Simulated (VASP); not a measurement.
Here is a VASP 6.6.1 calculation.

The input INCAR:

```
ALGO     = Normal         # electronic algorithm
DIPOL    = 0.5 0.5 0.500
EDIFF    = 1E-6           # SCF threshold, eV
ENCUT    = 520            # plane-wave cutoff, eV
GGA      = PE             # functional
IDIPOL   = 3            
ISIF     = 2              # what is computed and relaxed
ISMEAR   = -1             # smearing method
ISPIN    = 2              # spin polarisation
LASPH    = T              # aspherical terms in the spheres
LCHARG   = T              # write CHGCAR
LDIPOL   = T            
LELF     = T              # ELF
LMAXMIX  = 4              # l up to which the mixer works
LORBIT   = 11             # projections on sites
LREAL    = F              # projectors in reciprocal space
LVACPOTAV= T            
LVHAR    = T            
LWAVE    = F              # write WAVECAR
MAGMOM   = 1 1 1 1 0 0 0 0 # initial moments
NELM     = 100            # most SCF steps
PREC     = Accurate       # precision mode
SIGMA    = 0.05           # smearing width, eV
```

Contents of KPOINTS:

```
k-points
0
Gamma
  7 7 1
```

The input POSCAR:

```
AlNi
1.0
    2.8810000000      0.0000000000      0.0000000000
    0.0000000000      2.8810000000      0.0000000000
    0.0000000000      0.0000000000     25.0835000000
Ni Al
4 4
Direct
    0.5000000000      0.5000000000      0.2990013355
    0.5000000000      0.5000000000      0.4138577152
    0.5000000000      0.5000000000      0.5287140949
    0.5000000000      0.5000000000      0.6435704746
    0.0000000000      0.0000000000      0.3564295254
    0.0000000000      0.0000000000      0.4712859051
    0.0000000000      0.0000000000      0.5861422848
    0.0000000000      0.0000000000      0.7009986645
```

Potentials or basis: VASP PAW PBE potentials, release 64 (Ni, Al).

The run is started by

```console
$ cat potpaw_PBE.64/Ni/POTCAR potpaw_PBE.64/Al/POTCAR > POTCAR
$ mpirun -np 1 vasp_std > vasp.out
```

Estimate the work function of the upper face.

4.13 eV.

Predict the work function of the lower face.

4.59 eV.

What does it give for the net moment?

0.00 μB per cell.

Predict the band gap on the k mesh.

none (metal or under the smearing width).

Predict the largest force.

0.946 eV/Å.

Forces in eV/Å, atoms in the order of the input:
```
Ni   0.000  0.000  0.643
Ni   0.000  0.000  0.343
Ni   0.000  0.000 -0.125
Ni   0.000  0.000  0.333
Al   0.000  0.000 -0.946
Al   0.000  0.000 -0.129
Al   0.000  0.000  0.044
Al   0.000  0.000 -0.164
```
